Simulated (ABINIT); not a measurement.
# Ag (Fm-3m) in ABINIT: notebook

Aim: see how the results for Ag move with the level of theory and the settings. Levels: SCAN, revPBE. Tasks: band structure.

Everything below comes from runs of ABINIT 10.8.3 (patched build). Logs are shortened: lines on timing, memory, paths and dates and some standing lists are left out, and cuts for length are marked. The log counts tension as positive stress, the text compression.

**1. The crystal as given**

Symmetry: Fm-3m, No. 225, cubic system. Conventional cell: a = 4.085 Å, b = 4.085 Å, c = 4.085 Å, α = 90.00°, β = 90.00°, γ = 90.00°. Ag (site symmetry m-3m) has 12 Ag at 2.89 Å as nearest neighbours.

**2. Band structure, SCAN**

run.abi reads:

```
# Datasets: ground state, then fixed potential
ndtset 2

# Pseudopotentials
pp_dirpath "./"
pseudos "Ag.GGA_PBE-JTH.xml"

# Structure
acell 5.4592009917 5.4592009917 5.4592009917
rprim
     0.0000000000     0.7071067812     0.7071067812
     0.7071067812     0.0000000000     0.7071067812
     0.7071067812     0.7071067812     0.0000000000
ntypat 1
znucl 47
natom 1
typat 1
xcart
     0.0000000000     0.0000000000     0.0000000000

# Plane-wave basis
ecut 544.227725 eV
pawecutdg 40.0

# Exchange and correlation
ixc -263267
usekden 1
pawxcdev 0

# Bands and occupations
occopt 3
tsmear 0.00183747

# SCF cycle
nstep 100

# Output
iomode 3
prtwf 0
prteig 0
prtebands 0
enunit 1
prtden1 1
prtkden1 1
prtvha1 1
prtvclmb1 1
prtpot1 1

# Dataset 1
kptopt1 1
ngkpt1 11 11 11
nshiftk1 1
shiftk1 0.0 0.0 0.0
nband1 10
tolvrs1 1.0e-7

# Dataset 2: bands along G-X-W-K-G-L-U-W-L-K
iscf2 -2
getden2 1
getkden2 1
nband2 16
nbdbuf2 4
tolwfr2 1.0e-11
kptopt2 -9
ndivsm2 8
prteig2 1
prtvol2 -3
kptbounds2
     0.0000000000     0.0000000000     0.0000000000
     0.5000000000     0.0000000000     0.5000000000
     0.5000000000     0.2500000000     0.7500000000
     0.3750000000     0.3750000000     0.7500000000
     0.0000000000     0.0000000000     0.0000000000
     0.5000000000     0.5000000000     0.5000000000
     0.6250000000     0.2500000000     0.6250000000
     0.5000000000     0.2500000000     0.7500000000
     0.5000000000     0.5000000000     0.5000000000
     0.3750000000     0.3750000000     0.7500000000
```

Potentials or basis: JTH PAW PBE v2.0.

Launch:

```sh
$ abinit run.abi > log 2>&1
```

run.abo:

```text
.Version 10.8.3 of ABINIT
 DATASET    1 : space group Fm -3 m (#225); Bravais cF (face-center cubic)
================================================================================
 Values of the parameters that define the memory need for DATASET  1.
     intxc =       0    ionmov =       0      iscf =      17    lmnmax =      18
     lnmax =       6     mgfft =      24  mpssoang =       3    mqgrid =    3001
     natom =       1  nloc_mem =       2    nspden =       1   nspinor =       1
    nsppol =       1      nsym =      48    n1xccc =       1    ntypat =       1
    occopt =       3   xclevel =       2
       mpw =         516          nfft =       13824          nkpt =          56
 PAW method is used; the additional fine FFT grid is defined by:
   mgfftf=        32    nfftf =     32768
================================================================================
================================================================================

 DATASET    2 : space group Fm -3 m (#225); Bravais cF (face-center cubic)
================================================================================
 Values of the parameters that define the memory need for DATASET  2.
     intxc =       0    ionmov =       0      iscf =      -2    lmnmax =      18
     lnmax =       6     mgfft =      24  mpssoang =       3    mqgrid =    3001
     natom =       1  nloc_mem =       2    nspden =       1   nspinor =       1
    nsppol =       1      nsym =      48    n1xccc =       1    ntypat =       1
    occopt =       3   xclevel =       2
       mpw =         531          nfft =       13824          nkpt =         139
 PAW method is used; the additional fine FFT grid is defined by:
   mgfftf=        32    nfftf =     32768
================================================================================
================================================================================

--------------------------------------------------------------------------------
------------- Echo of variables that govern the present computation ------------
--------------------------------------------------------------------------------
 -outvars: echo values of preprocessed input variables --------
            acell      5.4592009917E+00  5.4592009917E+00  5.4592009917E+00 Bohr
              amu      1.07868200E+02
             ecut      2.00000000E+01 Hartree
           enunit           1
           getden1          0
           getden2          1
          getkden1          0
          getkden2          1
             iscf1         17
             iscf2         -2
              ixc     -263267
           jdtset        1    2
           kptopt1          1
           kptopt2         -9
         kptrlatt       11    0    0      0   11    0      0    0   11
          kptrlen1     6.00512109E+01
          kptrlen2     3.00000000E+01
            natom           1
            nband1         10
            nband2         16
           nbdbuf1          0
           nbdbuf2          4
           ndtset           2
           ndivsm1          0
           ndivsm2          8
            ngfft          24      24      24
          ngfftdg          32      32      32
             nkpt1         56
             nkpt2        139
            nstep         100
             nsym          48
           ntypat           1
           occopt           3
        pawecutdg      4.00000000E+01 Hartree
         pawxcdev           0
        prtebands           0
           prteig1          0
           prteig2          1
          prtkden           1
           prtpot1          1
[... 244 lines left out ...]
--------------------------------------------------------------------------------

================================================================================
 Non-SCF case, kpt    1 (  0.00000  0.00000  0.00000), residuals and eigenvalues=
  1.34E-12  4.61E-12  8.79E-13  3.69E-12  5.18E-12  4.01E-12  1.99E-12  4.60E-12
  4.98E-12  5.59E-12  9.71E-12  3.16E-12  5.83E-12  3.08E-11  4.23E-12  5.30E-12
 -1.5716E-01 -4.9400E-02 -4.9400E-02 -4.9400E-02 -1.0955E-02 -1.0955E-02
  7.7395E-01  9.0388E-01  9.0388E-01  9.0388E-01  1.0727E+00  1.1087E+00
  1.1087E+00  1.1087E+00  1.2760E+00  1.2760E+00
 Non-SCF case, kpt    2 (  0.02174  0.00000  0.02174), residuals and eigenvalues=
  3.45E-12  5.74E-12  7.08E-13  1.40E-12  7.35E-12  4.66E-12  6.87E-13  8.56E-12
  3.77E-12  5.58E-12  2.31E-12  9.96E-12  2.89E-12  1.89E-11  8.59E-06  4.31E-12
 -1.5640E-01 -4.9697E-02 -4.9126E-02 -4.9126E-02 -1.1252E-02 -1.0827E-02
  7.7403E-01  9.0004E-01  9.0134E-01  9.0134E-01  1.0779E+00  1.1085E+00
[... 809 lines left out ...]
  3.1124E-01  4.4100E-01  6.5306E-01  7.8185E-01  1.1194E+00  1.2049E+00
  1.2141E+00  1.4295E+00  1.4437E+00  1.5380E+00
 Non-SCF case, kpt  138 (  0.38393  0.38393  0.73214), residuals and eigenvalues=
  4.24E-12  5.25E-12  3.13E-12  6.70E-12  1.59E-12  2.67E-12  2.29E-12  6.37E-13
  1.07E-12  1.24E-12  7.78E-12  7.46E-12  5.81E-12  1.07E-10  2.00E-10  2.85E-07
 -9.2689E-02 -7.4920E-02 -2.6288E-02 -5.2357E-03  1.5597E-02  3.0577E-01
  3.2244E-01  4.1903E-01  6.3997E-01  7.8267E-01  1.0917E+00  1.2175E+00
  1.2351E+00  1.4333E+00  1.4559E+00  1.5766E+00
 Non-SCF case, kpt  139 (  0.37500  0.37500  0.75000), residuals and eigenvalues=
  2.82E-12  1.09E-12  1.42E-12  6.79E-13  1.07E-12  9.76E-13  5.83E-13  9.52E-12
  1.57E-12  7.17E-13  3.69E-12  2.96E-12  2.33E-12  8.52E-10  1.89E-08  2.89E-05
 -9.4643E-02 -7.8478E-02 -2.1879E-02 -2.4947E-03  1.6772E-02  3.0087E-01
  3.3904E-01  4.0954E-01  6.2856E-01  7.8331E-01  1.0642E+00  1.2278E+00
  1.2546E+00  1.4418E+00  1.4711E+00  1.6006E+00

Result for kinetic energy density :

--------------------------------------------------------------------------------
 Total kinetic energy density [Ha/Bohr^3]
)     Maximum=    5.8841E-01  at reduced coord.    0.9063    0.9688    0.9688
)     Minimum=    1.6253E-03  at reduced coord.    0.0000    0.0000    0.0000
   Integrated=    1.0114E+01
--------------------------------------------------------------------------------

--- !ResultsGS
iteration_state: {dtset: 2, }
comment   : Summary of ground state results
lattice_vectors:
- [  0.0000000,   3.8602380,   3.8602380, ]
- [  3.8602380,   0.0000000,   3.8602380, ]
- [  3.8602380,   3.8602380,   0.0000000, ]
lattice_lengths: [   5.45920,    5.45920,    5.45920, ]
lattice_angles: [ 60.000,  60.000,  60.000, ] # degrees, (23, 13, 12)
lattice_volume:   1.1504619E+02
convergence: {deltae:  0.000E+00, res2:  0.000E+00, residm:  9.996E-12, diffor:  0.000E+00, }
etotal    :  -2.11012475E+01
entropy   :   0.00000000E+00
fermie    :   1.47179455E-01
cartesian_stress_tensor: null
pressure_GPa: null
xred      :
- [  0.0000E+00,   0.0000E+00,   0.0000E+00, Ag]
cartesian_forces: null
force_length_stats: {min: null, max: null, mean: null, }
...

 Integrated electronic density in atomic spheres:
 ------------------------------------------------
 Atom  Sphere_radius  Integrated_density
    1        2.51516          9.83982048

================================================================================

 ----iterations are completed or convergence reached----

 Mean square residual over all n,k,spin=   31.499E-13; max=  99.959E-13
 reduced coordinates (array xred) for    1 atoms
       0.000000000000      0.000000000000      0.000000000000

 cartesian coordinates (angstrom) at end:
    1      0.00000000000000     0.00000000000000     0.00000000000000
 length scales=  5.459200991700  5.459200991700  5.459200991700 bohr
              =  2.888884752587  2.888884752587  2.888884752587 angstroms
 Eigenvalues (   eV  ) for nkpt= 139  k points:
 kpt#   1, nband= 16, wtk=  1.00000, kpt=  0.0000  0.0000  0.0000 (reduced coord)
  -4.27653   -1.34425   -1.34425   -1.34425   -0.29809   -0.29809   21.06012   24.59577
  24.59577   24.59577   29.18936   30.16984   30.16984   30.16984   34.72210   34.72210
 kpt#   2, nband= 16, wtk=  1.00000, kpt=  0.0217  0.0000  0.0217 (reduced coord)
  -4.25590   -1.35232   -1.33680   -1.33680   -0.30618   -0.29463   21.06238   24.49143
  24.52680   24.52680   29.33248   30.16446   30.16446   30.20968   34.42662   34.83435
 kpt#   3, nband= 16, wtk=  1.00000, kpt=  0.0435  0.0000  0.0435 (reduced coord)
  -4.19431   -1.37632   -1.31450   -1.31450   -0.33005   -0.28430   21.06907   24.21510
  24.32374   24.32374   29.71150   30.16145   30.16145   30.32904   33.69062   35.15402
 kpt#   4, nband= 16, wtk=  1.00000, kpt=  0.0652  0.0000  0.0652 (reduced coord)
  -4.09263   -1.41563   -1.27743   -1.27743   -0.36816   -0.26727   21.07998   23.83916
  23.99822   23.99822   30.17988   30.18904   30.18904   30.52736   32.81525   35.64106
 kpt#   5, nband= 16, wtk=  1.00000, kpt=  0.0870  0.0000  0.0870 (reduced coord)
  -3.95257   -1.46919   -1.22589   -1.22589   -0.41858   -0.24380   21.09478   23.42285
  23.56866   23.56866   30.27200   30.27200   30.32639   30.80375   32.27825   36.25196
 kpt#   6, nband= 16, wtk=  1.00000, kpt=  0.1087  0.0000  0.1087 (reduced coord)
  -3.77691   -1.53576   -1.16044   -1.16044   -0.47743   -0.21430   21.11304   23.00164
[... 386 lines left out ...]
  -2.37204   -1.77482   -0.96393   -0.49723    0.41194    7.07840    8.09033   13.67807
  18.59651   21.21154   31.40726   31.91235   32.49244   38.88448   38.94583   39.44253
 kpt# 136, nband= 16, wtk=  1.00000, kpt=  0.4018  0.4018  0.6964 (reduced coord)
  -2.41189   -1.84557   -0.92354   -0.36472    0.40563    7.58852    8.26916   12.79060
  18.16672   21.24682   31.16124   32.37906   32.52154   38.88756   39.04030   40.66726
 kpt# 137, nband= 16, wtk=  1.00000, kpt=  0.3929  0.3929  0.7143 (reduced coord)
  -2.46542   -1.93852   -0.83131   -0.24368    0.40839    8.05968    8.46924   12.00022
  17.77059   21.27531   30.45931   32.78646   33.03715   38.89746   39.28440   41.85110
 kpt# 138, nband= 16, wtk=  1.00000, kpt=  0.3839  0.3839  0.7321 (reduced coord)
  -2.52219   -2.03868   -0.71534   -0.14247    0.42442    8.32036    8.77397   11.40242
  17.41435   21.29757   29.70609   33.12947   33.60783   39.00301   39.61825   42.90187
 kpt# 139, nband= 16, wtk=  1.00000, kpt=  0.3750  0.3750  0.7500 (reduced coord)
  -2.57536   -2.13548   -0.59535   -0.06788    0.45638    8.18722    9.22573   11.14421
  17.10407   21.31483   28.95935   33.41046   34.14074   39.23334   40.03045   43.55486

== END DATASET(S) ==============================================================
================================================================================

 -outvars: echo values of variables after computation  --------
            acell      5.4592009917E+00  5.4592009917E+00  5.4592009917E+00 Bohr
           etotal1    -2.1101247542E+01
            fcart1    -0.0000000000E+00 -0.0000000000E+00 -0.0000000000E+00
            rprim      0.0000000000E+00  7.0710678120E-01  7.0710678120E-01
                       7.0710678120E-01  0.0000000000E+00  7.0710678120E-01
                       7.0710678120E-01  7.0710678120E-01  0.0000000000E+00
           strten1     3.0336288357E-05  3.0336288357E-05  3.0336288357E-05
                       0.0000000000E+00  0.0000000000E+00  0.0000000000E+00
 Calculation completed.
```

It took 74 s on 1 thread of Arm Neoverse V1, shared host; peak memory 0.11 GiB.

What came out:

```yaml
Free_energy: -574.1942 eV
Pressure: -0.9 GPa
Band_gap_on_the_k_mesh: none (metal or under the smearing width)
Valence_electrons_inside_the_program's_atomic_spheres: Ag 9.84 (radii [1.331] Å)
```

Levels at the corners of the path, in eV from the Fermi level:
```csv
point,band 1,band 2,band 3,band 4,band 5,band 6,band 7,band 8,band 9,band 10
Γ,-8.28,-5.35,-5.35,-5.35,-4.30,-4.30,17.06,20.59,20.59,20.59
X,-7.02,-6.89,-3.52,-3.26,-3.26,1.43,6.70,10.95,10.95,17.47
W,-6.25,-5.62,-5.62,-4.29,-3.26,5.92,5.92,7.05,8.23,23.90
K,-6.58,-6.14,-4.60,-4.07,-3.55,4.18,5.22,7.14,13.10,17.31
Γ,-8.28,-5.35,-5.35,-5.35,-4.30,-4.30,17.06,20.59,20.59,20.59
L,-6.96,-5.38,-5.38,-3.48,-3.48,-0.64,3.44,16.15,18.57,18.57
U,-6.58,-6.14,-4.60,-4.07,-3.55,4.18,5.22,7.14,13.10,17.31
W,-6.25,-5.62,-5.62,-4.29,-3.26,5.92,5.92,7.05,8.23,23.90
L,-6.96,-5.38,-5.38,-3.48,-3.48,-0.64,3.44,16.15,18.57,18.57
K,-6.58,-6.14,-4.60,-4.07,-3.55,4.18,5.22,7.14,13.10,17.31
```

Caveat: totals of a meta-GGA on PAW files have another zero than those of a GGA; the PAW data sets were made with another functional, which shifts forces and pressure a little.

**3. Band structure, revPBE**

run.abi: that of step 2 with these lines changed.

```diff
@@ -23,7 +23,6 @@
 pawecutdg 40.0
+pawxcdev 0
 
 # Exchange and correlation
-ixc -263267
-usekden 1
-pawxcdev 0
+ixc 14
 
@@ -43,3 +42,2 @@
 prtden1 1
-prtkden1 1
 prtvha1 1
@@ -54,3 +52,3 @@
 nband1 10
-tolvrs1 1.0e-7
+tolvrs1 1.0e-9
 
@@ -59,3 +57,2 @@
 getden2 1
-getkden2 1
 nband2 16
```

Potentials or basis: JTH PAW PBE v2.0.

Launch:

```sh
$ abinit run.abi > log 2>&1
```

It took 20 s on 1 thread of Arm Neoverse V1, shared host; peak memory 0.11 GiB.

It converged, with:

* Free energy: -1039.0264 eV
* Pressure: 7.5 GPa
* Band gap on the k mesh: none (metal or under the smearing width)
* Valence electrons inside the program's atomic spheres: Ag 9.83 (radii [1.331] Å)

Levels at the corners of the path, in eV from the Fermi level:
| point | band 3 | band 4 | band 5 | band 6 | band 7 | band 8 |
| --- | --- | --- | --- | --- | --- | --- |
| Γ | -5.09 | -5.09 | -4.06 | -4.06 | 16.42 | 19.87 |
| X | -3.30 | -3.06 | -3.06 | 1.38 | 6.48 | 10.57 |
| W | -5.36 | -4.05 | -3.06 | 5.72 | 5.72 | 6.82 |
| K | -4.37 | -3.84 | -3.34 | 4.05 | 5.04 | 6.90 |
| Γ | -5.09 | -5.09 | -4.06 | -4.06 | 16.42 | 19.87 |
| L | -5.11 | -3.27 | -3.27 | -0.64 | 3.35 | 15.51 |
| U | -4.37 | -3.84 | -3.34 | 4.05 | 5.04 | 6.90 |
| W | -5.36 | -4.05 | -3.06 | 5.72 | 5.72 | 6.82 |
| L | -5.11 | -3.27 | -3.27 | -0.64 | 3.35 | 15.51 |
| K | -4.37 | -3.84 | -3.34 | 4.05 | 5.04 | 6.90 |

Caveat: the PAW data sets were made with another functional, which shifts forces and pressure a little.
